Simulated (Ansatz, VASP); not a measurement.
This is a calculation of HfN for VASP 6.6.1.

The input INCAR:

```
PREC = Accurate
ENCUT = 520
EDIFF = 1E-6
ISMEAR = -1
SIGMA = 0.05
LREAL = F
LASPH = T
NELM = 60
ALGO = Normal
ISIF = 2
LWAVE = F
LCHARG = F
GGA = PS
NBANDS = 14
```

Contents of KPOINTS:

```
Automatic mesh
0
Gamma
  10 10 10
```

Contents of POSCAR:

```
HfN
1.0
    0.0000000000      2.2856876150      2.2856876150
    2.2856876150      0.0000000000      2.2856876150
    2.2856876150      2.2856876150      0.0000000000
Hf N
1 1
Direct
    0.0000000000      0.0000000000      0.0000000000
    0.5000000000      0.5000000000      0.5000000000
```

Potentials or basis: VASP PAW PBE potentials, release 64 (Hf_pv, N).

The run is started by

```console
$ cat potpaw_PBE.64/Hf_pv/POTCAR potpaw_PBE.64/N/POTCAR > POTCAR
$ mpirun -np 1 vasp_std > vasp.out
```

**Question.** Set up the same calculation for Ansatz 0.2.0. Potentials there: all-electron LAPW, scalar-relativistic.

**Answer.** As run (the cutoff follows the program's own potentials):

The input input.yaml:

```yaml
crystal:
  lattice:
    - [0.0, 2.285687615, 2.285687615]
    - [2.285687615, 0.0, 2.285687615]
    - [2.285687615, 2.285687615, 0.0]
  atoms:
    - { symbol: Hf, position: [0.0, 0.0, 0.0] }
    - { symbol: "N", position: [0.5, 0.5, 0.5] }
kpoints:
  mp_grid: { grid: [10, 10, 10] }
scf:
  occupations: { method: fermi_dirac, width: 0.05 }
hamiltonian:
  xc: pbesol
  pseudopotentials: { kind: all_electron, lapw: { basis_error: 0.0005 } }
output:
  forces: true
  stress: true
  eigenvalues: true
```

Potentials or basis: all-electron LAPW, scalar-relativistic.

The run is started by

```bash
$ ansatz run input.yaml --threads 1 --pin off --max-ram 3072MiB --backend cpu --events-out ev --progress --plain --runs-dir out
```

Both were run:

|  | VASP | Ansatz | Ansatz less VASP |
| --- | --- | --- | --- |
| gap on the k mesh at the Fermi level (eV) | none | none | - |
| pressure (GPa) | -13.9 | -11.8 | +2.11 |

A gap of «none» marks a metal or a gap that the smearing closes. Ansatz ran all-electron here, so the differences hold the error of VASP's frozen core and of both bases.

Caveats: the PAW data sets were made with another functional, which shifts forces and pressure a little (VASP). Spin-orbit coupling is left out, which matters for the levels of Hf.
